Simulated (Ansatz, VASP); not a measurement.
## Ti in VASP and in Ansatz

```xyz
1
Lattice="-1.6410 1.6410 1.6410 1.6410 -1.6410 1.6410 1.6410 1.6410 -1.6410" Properties=species:S:1:pos:R:3 pbc="T T T"
Ti    0.0000    0.0000    0.0000
```

Alike in both runs: task single point; functional LDA; k mesh 14 × 14 × 14; occupations fermi-dirac, width 0.05 eV; no spin polarisation.

|  | VASP | Ansatz |
| --- | --- | --- |
| version | VASP 6.6.1 | Ansatz 0.2.0 |
| potentials or method | VASP PAW LDA potentials, release 64 (Ti_sv), cutoff 520 eV | all-electron LAPW, scalar-relativistic |

```csv
,VASP,Ansatz,Ansatz less VASP
pressure (GPa),-10.8,-10.8,+0.04
```

Ansatz ran all-electron here, so the differences hold the error of VASP's frozen core and of both bases.
